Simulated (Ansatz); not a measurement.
Write the native input for Ansatz 0.2.0 that does the following.

```
Task                : relaxation of cell and atoms
Functional          : RPBE
Potentials or basis : all-electron LAPW, scalar-relativistic
Basis error allowed : 0.002 eV/atom
k mesh              : 8 × 8 × 4
Occupations         : fermi-dirac, width 0.05 eV
Spin                : no spin polarisation
```

Crystal: TiTe2.

```xyz
3
Lattice="3.7770 0.0000 0.0000 -1.8885 3.2710 0.0000 0.0000 0.0000 6.4980" Properties=species:S:1:pos:R:3 pbc="T T T"
Te    0.0000    2.1807    4.7903
Te    1.8885    1.0903    1.7077
Ti    0.0000    0.0000    0.0000
```

One way to write it, as run:

input.yaml

```yaml
crystal:
  lattice:
    - [3.777, 0.0, 0.0]
    - [-1.8885, 3.2709779501, 0.0]
    - [0.0, 0.0, 6.498]
  atoms:
    - { symbol: Te, position: [0.3333333333, 0.6666666667, 0.7372] }
    - { symbol: Te, position: [0.6666666667, 0.3333333333, 0.2628] }
    - { symbol: Ti, position: [0.0, 0.0, 0.0] }
kpoints:
  mp_grid: { grid: [8, 8, 4] }
scf:
  occupations: { method: fermi_dirac, width: 0.05 }
hamiltonian:
  xc: rpbe
  pseudopotentials: { kind: all_electron, lapw: { basis_error: 0.002 } }
output:
  forces: true
  stress: true
relax:
  f_tol: 0.02
  max_steps: 60
  cell: {}
```

Potentials or basis: all-electron LAPW, scalar-relativistic.

Launch:

```bash
$ ansatz run input.yaml --threads 2 --pin off --max-ram 6144MiB --backend cpu --events-out ev --progress --plain --runs-dir out
```

Results of the run:

| Item | Value |
| --- | --- |
| Relaxed volume | 38.59 Å³/atom |
| Relaxed cell | a = 3.811 Å, b = 3.811 Å, c = 9.206 Å, α = 90.00°, β = 90.00°, γ = 120.00° |
| Space group after relaxing (to 0.05 Å) | P-3m1 (No. 164) |
| Energy gained by relaxing | 49.4 meV/atom |
| Ionic steps | 14 |
| Pressure after relaxing | 0.0 GPa |
| Band gap on the k mesh | none (metal or under the smearing width) |

Caveat: the volume moved by over 15 % at a fixed basis, so the end points are rough; this functional lacks dispersion, which binds the layers, so the pressure and a relaxed spacing across them are unreliable, and here the layers came unbound.

It took 2.4 min on 2 threads of Arm Neoverse V2, with other jobs on the host, peak memory 0.44 GiB.
